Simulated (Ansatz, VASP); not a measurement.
MgSe: VASP beside Ansatz

INCAR

```
SYSTEM = MgSe
PREC     = Accurate       ! precision mode
ENCUT    = 520            ! plane-wave cutoff, eV
EDIFF    = 1E-6           ! SCF threshold, eV
ISMEAR   = 0              ! smearing method
SIGMA    = 0.02           ! smearing width, eV
LREAL    = .False.        ! projectors in reciprocal space
LASPH    = .True.         ! aspherical terms in the spheres
NELM     = 150            ! most SCF steps
ALGO     = Fast           ! electronic algorithm
ISIF     = 2              ! what is computed and relaxed
LWAVE    = .False.        ! write WAVECAR
LCHARG   = .True.         ! write CHGCAR
LNONCOLLINEAR= .True.         ! non-collinear magnetism
MAGMOM   = 0 0 0 0 0 0    ! initial moments
LORBIT   = 11             ! projections on sites
LSORBIT  = .True.         ! spin-orbit coupling
GGA_COMPAT= .False.      
LORBMOM  = .True.       
GGA      = PE             ! functional
LVHAR    = .True.       
NBANDS   = 20             ! bands
```

File KPOINTS:

```
Automatic mesh
0
Gamma
  8 8 8
  0 0 0
```

POSCAR

```
MgSe
1.0
    0.0000000000      2.7544736754      2.7544736754
    2.7544736754      0.0000000000      2.7544736754
    2.7544736754      2.7544736754      0.0000000000
Mg Se
1 1
Direct
    0.0000000000      0.0000000000      0.0000000000
    0.5000000000      0.5000000000      0.5000000000
```

Input for Ansatz:

```yaml
crystal:
  lattice:
    - [0.0, 2.7544736754, 2.7544736754]
    - [2.7544736754, 0.0, 2.7544736754]
    - [2.7544736754, 2.7544736754, 0.0]
  atoms:
    - { symbol: Mg, position: [0.0, 0.0, 0.0] }
    - { symbol: Se, position: [0.5, 0.5, 0.5] }
basis:
  ecutwfc: 420
kpoints:
  mp_grid: { grid: [8, 8, 8] }
  band_path:
    path:
      - [[0.0, 0.0, 0.0], [0.5, 0.0, 0.5], [0.625, 0.25, 0.625]]
      - [[0.375, 0.375, 0.75], [0.0, 0.0, 0.0], [0.5, 0.5, 0.5], [0.5, 0.25, 0.75], [0.5, 0.0, 0.5]]
    npoints: 10
hamiltonian:
  xc: pbe
scf:
  occupations: { method: gaussian, width: 0.02 }
output:
  forces: true
  stress: true
  eigenvalues: true
  populations: true
  dos: { projected: true, de: 0.02 }
  bader: false
  write_density: true
  write_potential: true
  elf: true
  volumetric_format: npy
magnetization:
  noncollinear: true
  spin_orbit: true
```

Alike in both runs: task single point; functional PBE; k mesh 8 × 8 × 8; occupations gaussian, width 0.02 eV; non-collinear spin, spin-orbit coupling.

|  | VASP | Ansatz |
| --- | --- | --- |
| version | VASP 6.6.1 | Ansatz 0.2.0 |
| potentials or method | VASP PAW PBE potentials, release 64 (Mg, Se) | plane waves, PAW |
| plane-wave cutoff (eV) | 520 | 420 |
| valence electrons in the cell | 8 | 26 |

```tsv
	VASP	Ansatz	Ansatz less VASP
gap on the k mesh at the Fermi level (eV)	1.61	1.63	+0.023
least direct gap on the mesh (eV)	2.25	2.26	+0.012
pressure (GPa)	-0.1	0.0	+0.13
net moment per atom (μB)	0.00	0.00	0.000
```

The two sets of potentials don't hold the same shells in valence.
